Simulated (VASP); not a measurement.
Input of a VASP 6.6.1 run:

Contents of POSCAR:

```
KF
1.0
    3.3533906819      0.0000000000      0.0000000000
    0.0000000000      3.1788706815      0.0000000000
    0.0000000000      0.0000000000      3.1788706815
K F
1 1
Direct
    0.0000000000      0.0000000000      0.0000000000
    0.5000000000      0.5000000000      0.5000000000
```

INCAR.step1

```
PREC = Accurate ; ENCUT = 520
ISMEAR = 0 ; SIGMA = 0.01
LREAL = F ; LASPH = T
NELM = 80 ; NBANDS = 15
GGA = PE ; ALGO = Normal
EDIFF = 1E-4 ; LWAVE = T
LCHARG = F
```

The input INCAR.step2:

```
PREC = Accurate ; ENCUT = 520
EDIFF = 1E-6 ; ISMEAR = 0
SIGMA = 0.01 ; LREAL = F
LASPH = T ; NELM = 80
ALGO = Normal ; ISIF = 2
LWAVE = F ; LCHARG = F
METAGGA = R2SCAN ; LMIXTAU = T
NBANDS = 15 ; ISTART = 1
```

The input KPOINTS:

```
regular mesh
0
Gamma
  8 8 8
```

Potentials or basis: VASP PAW PBE potentials, release 64 (K_sv, F).

Run with:

```sh
$ cat potpaw_PBE.64/K_sv/POTCAR potpaw_PBE.64/F/POTCAR > POTCAR
$ cp INCAR.step1 INCAR
$ mpirun -np 1 vasp_std > vasp.out
$ cp INCAR.step2 INCAR
$ mpirun -np 1 vasp_std > vasp.out
```

(1) What does it give for the band gap on the k mesh?

(2) Predict the pressure.

## Answers

(1) 7.22 eV, indirect (least direct gap 7.27 eV).

(2) -2.0 GPa.

Caveat: the PAW data sets were made with another functional, which shifts forces and pressure a little.
